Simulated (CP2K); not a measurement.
Write the native input for CP2K 2026.2 that does the following.

| Item | Value |
| --- | --- |
| Task | band structure |
| Functional | PBE |
| Potentials or basis | POTENTIAL_UZH Pb GTH-PBE-q4, S GTH-PBE-q6; TZVP-MOLOPT-PBE-GTH basis |
| Density cutoff | 6123 eV |
| k mesh | 8 × 8 × 7 |
| Occupations | fermi-dirac, width 0.0259 eV |
| Spin | no spin polarisation |
| SCF solver | diagonalisation with k points |
| Quickstep method | GPW |
| EPS_DEFAULT | 1.0E-9 |
| EPS_SCF | 1.0E-6 |
| MAX_SCF | 100 |
| SCF_GUESS | ATOMIC |
| k points reduced by the point group | yes |
| Mesh centred on Gamma | yes |
| CHOLESKY | OFF |
| EPS_EIGVAL | 1.0E-7 |
| MIXING METHOD | BROYDEN_MIXING |
| MIXING ALPHA | 0.4 |
| NBUFFER | 8 |
| NGRIDS | 4 |
| Basis sets | Pb TZVP-MOLOPT-PBE-GTH-q4, S TZVP-MOLOPT-PBE-GTH-q6 |
| Potentials | Pb GTH-PBE-q4 of POTENTIAL_UZH, S GTH-PBE-q6 of POTENTIAL_UZH |
| ADDED_MOS | [10] |
| Points a segment of the path (NPOINTS) | 10 |
| Bands added on the path | 2 |
| REL_CUTOFF (Ry) | 60 Ry |
| MIXING BETA (1/bohr) | 1.5 1/bohr |
| CUTOFF of the grids | 450 Ry |

The system is PbS.

```
Pb S
1.0
     4.08970    0.00000    0.00000
    -2.04485    3.54178    0.00000
     0.00000    0.00000    3.78817
Pb S
1 1
Direct
  0.00000 0.00000 0.00000
  0.66667 0.33333 0.50000
```

Measurements of this composition are mostly on another form, of space group No. 225.

The input as run:

pbs_bands.inp

```
&GLOBAL
  PROJECT pbs_bands
  RUN_TYPE ENERGY_FORCE
  PRINT_LEVEL LOW
&END GLOBAL
&FORCE_EVAL
  METHOD QS
  STRESS_TENSOR ANALYTICAL
  &DFT
    BASIS_SET_FILE_NAME BASIS_MOLOPT_UZH
    POTENTIAL_FILE_NAME POTENTIAL_UZH
    &MGRID
      CUTOFF 450
      REL_CUTOFF 60
      NGRIDS 4
    &END MGRID
    &QS
      METHOD GPW
      EPS_DEFAULT 1.0E-9
    &END QS
    &KPOINTS
      SCHEME MONKHORST-PACK 8 8 7
      GAMMA_CENTERED T
      SYMMETRY T
      SYMMETRY_BACKEND SPGLIB
    &END KPOINTS
    &SCF
      SCF_GUESS ATOMIC
      EPS_SCF 1.0E-6
      MAX_SCF 100
      ADDED_MOS 10
      CHOLESKY OFF
      EPS_EIGVAL 1.0E-7
      &DIAGONALIZATION ON
        ALGORITHM STANDARD
      &END DIAGONALIZATION
      &MIXING ON
        METHOD BROYDEN_MIXING
        ALPHA 0.4
        BETA 1.5
        NBUFFER 8
      &END MIXING
      &SMEAR ON
        METHOD FERMI_DIRAC
        ELECTRONIC_TEMPERATURE [K] 300.557
      &END SMEAR
    &END SCF
    &XC
      &XC_FUNCTIONAL PBE
      &END XC_FUNCTIONAL
    &END XC
    &PRINT
      &KPOINTS ON
      &END KPOINTS
      &MULLIKEN ON
      &END MULLIKEN
      &MO ON
        ENERGIES T
        OCCUPATION_NUMBERS T
        &EACH
          QS_SCF 0
        &END EACH
        ADD_LAST NUMERIC
      &END MO
      &BAND_STRUCTURE
        FILE_NAME bands.bs
        ADDED_MOS 2
        &KPOINT_SET
          UNITS B_VECTOR
          NPOINTS 10
          SPECIAL_POINT GAMMA 0.00000000 0.00000000 0.00000000
          SPECIAL_POINT M 0.50000000 0.00000000 0.00000000
          SPECIAL_POINT K 0.33333333 0.33333333 0.00000000
          SPECIAL_POINT GAMMA 0.00000000 0.00000000 0.00000000
          SPECIAL_POINT A 0.00000000 0.00000000 0.50000000
          SPECIAL_POINT L 0.50000000 0.00000000 0.50000000
          SPECIAL_POINT H 0.33333333 0.33333333 0.50000000
          SPECIAL_POINT A 0.00000000 0.00000000 0.50000000
        &END KPOINT_SET
        &KPOINT_SET
          UNITS B_VECTOR
          NPOINTS 10
          SPECIAL_POINT L 0.50000000 0.00000000 0.50000000
          SPECIAL_POINT M 0.50000000 0.00000000 0.00000000
        &END KPOINT_SET
        &KPOINT_SET
          UNITS B_VECTOR
          NPOINTS 10
          SPECIAL_POINT K 0.33333333 0.33333333 0.00000000
          SPECIAL_POINT H 0.33333333 0.33333333 0.50000000
        &END KPOINT_SET
      &END BAND_STRUCTURE
    &END PRINT
  &END DFT
  &SUBSYS
    &CELL
      ABC 4.0896976867 4.0896976867 3.7881670000
      ALPHA_BETA_GAMMA 90.0000000000 90.0000000000 119.9999999993
      PERIODIC XYZ
    &END CELL
    &COORD
      SCALED
      Pb  0.0000000000 0.0000000000 0.0000000000
      S   0.6666666667 0.3333333333 0.5000000000
    &END COORD
    &KIND Pb
      BASIS_SET TZVP-MOLOPT-PBE-GTH-q4
      POTENTIAL GTH-PBE-q4
    &END KIND
    &KIND S
      BASIS_SET TZVP-MOLOPT-PBE-GTH-q6
      POTENTIAL GTH-PBE-q6
    &END KIND
    &PRINT
      &ATOMIC_COORDINATES ON
      &END ATOMIC_COORDINATES
      &CELL ON
      &END CELL
    &END PRINT
  &END SUBSYS
  &PRINT
    &FORCES ON
    &END FORCES
    &STRESS_TENSOR ON
    &END STRESS_TENSOR
  &END PRINT
&END FORCE_EVAL
```

Potentials or basis: POTENTIAL_UZH Pb GTH-PBE-q4, S GTH-PBE-q6; TZVP-MOLOPT-PBE-GTH basis.

Command:

```console
$ OMP_NUM_THREADS=1 cp2k.psmp -i pbs_bands.inp -o pbs_bands.out
```

Results of the run:

```json
{
 "Pressure": "0.9 GPa",
 "Band gap along the path": "none (metal or under the smearing width)",
 "Mulliken charges": "Pb +0.72; S -0.72 e"
}
```

Caveat: Mulliken charges move with the basis; spin-orbit coupling is left out, which moves the levels of the heavy elements; the basis of atomic orbitals isn't converged, which shifts pressures, moduli and gaps.

Wall time 24 s on 1 thread of AMD EPYC 7R43 64-Core Processor (Zen 3) (shared host), peak memory 0.3 GiB.
